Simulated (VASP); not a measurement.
TaN, 2 atoms in the cell. It takes space group I4/mmm (No. 139, tetragonal). Conventional cell: a = 2.927 Å, b = 2.927 Å, c = 4.576 Å, α = 90.00°, β = 90.00°, γ = 90.00°. Ta (site symmetry 4/mmm) has 6 N at 2.07 to 2.29 Å as nearest neighbours. N (site symmetry 4/mmm) has 6 Ta at 2.07 to 2.29 Å as nearest neighbours.  The cell isn't the ideal one: strain -0.050 along x and y, +0.050 along z, atoms carried along.

| Property | Result |
| --- | --- |
| Program | VASP 6.6.1 |
| Task | single point |
| Functional | LDA |
| Potentials or basis | VASP PAW LDA potentials, release 64 (Ta_pv, N) |
| Cutoff | 520 eV |
| k mesh | 18 × 18 × 18 |
| Occupations | gaussian, width 0.15 eV |
| Spin | no spin polarisation |
| Dipole correction | no |
| Further INCAR settings | ALGO = Fast; EDIFF = 1e-06; NBANDS = 15 |

Potentials or basis: VASP PAW LDA potentials, release 64 (Ta_pv, N).

Run with:

```sh
$ cat potpaw_LDA.64/Ta_pv/POTCAR potpaw_LDA.64/N/POTCAR > POTCAR
$ mpirun -np 1 vasp_std > vasp.out
```

Hardware: 1 thread of Intel(R) Xeon(R) Platinum 8259CL CPU @ 2.50GHz (Skylake/Cascade Lake), on a shared host.

**Question.** How long does it take, and how much memory?

**Answer.** It took 110 s on 1 thread of Intel(R) Xeon(R) Platinum 8259CL CPU @ 2.50GHz (Skylake/Cascade Lake) (shared host), peak memory 0.25 GiB. Counts: scf iterations 13, k points 480.
